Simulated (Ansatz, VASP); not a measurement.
# One calculation of Ru, two programs

File INCAR:

```
SYSTEM = Ru
ALGO = Fast
EDIFF = 1E-6
ENCUT = 520
GGA = PS
ISIF = 2
ISMEAR = 0
LASPH = .TRUE.
LCHARG = .FALSE.
LREAL = .FALSE.
LWAVE = .FALSE.
NBANDS = 21
NELM = 80
PREC = Accurate
SIGMA = 0.15
```

Contents of KPOINTS:

```
k-points
0
G
  21 21 12
  0 0 0
```

File POSCAR:

```
Ru
1.0
    2.7166643711      0.0000000000      0.0000000000
   -1.3583321855      2.3527003590      0.0000000000
    0.0000000000      0.0000000000      4.4349545859
Ru
2
Direct
    0.3333333333      0.6666666667      0.2500000000
    0.6666666667      0.3333333333      0.7500000000
```

Input for Ansatz:

```yaml
crystal:
  lattice:
    - [2.7166643711, 0.0, 0.0]
    - [-1.3583321855, 2.352700359, 0.0]
    - [0.0, 0.0, 4.4349545859]
  atoms:
    - { symbol: Ru, position: [0.3333333333, 0.6666666667, 0.25] }
    - { symbol: Ru, position: [0.6666666667, 0.3333333333, 0.75] }
basis:
  ecutwfc: 420
kpoints:
  mp_grid: { grid: [21, 21, 12] }
hamiltonian:
  xc: pbesol
  pseudopotentials: { kind: paw, azcp: { folder: soft_1 } }
scf:
  occupations: { method: gaussian, width: 0.15 }
output:
  forces: true
  stress: true
  eigenvalues: true
```

Alike in both runs: task single point; functional PBEsol; k mesh 21 × 21 × 12; occupations gaussian, width 0.15 eV; no spin polarisation.

```csv
,VASP,Ansatz
version,VASP 6.6.1,Ansatz 0.2.0
potentials or method,"VASP PAW PBE potentials, release 64 (Ru_pv)","scalar-relativistic, plane waves, PAW"
plane-wave cutoff (eV),520,420
valence electrons in the cell,28,32
```

|  | VASP | Ansatz | Ansatz less VASP |
| --- | --- | --- | --- |
| gap on the k mesh at the Fermi level (eV) | none | none | - |
| pressure (GPa) | -18.6 | -18.5 | +0.11 |
| largest component of the traceless stress (GPa) | 9.57 | 9.59 | +0.016 |

A gap of «none» marks a metal or a gap that the smearing closes. The two sets of potentials don't hold the same shells in valence. Ansatz warned: «pseudo_functional_mismatch».

Caveats: so large a pressure means that the cell lies far from this level's equilibrium, or that cutoff or potentials fall short (VASP); the potentials were made for another functional, which shifts forces and pressure (VASP).
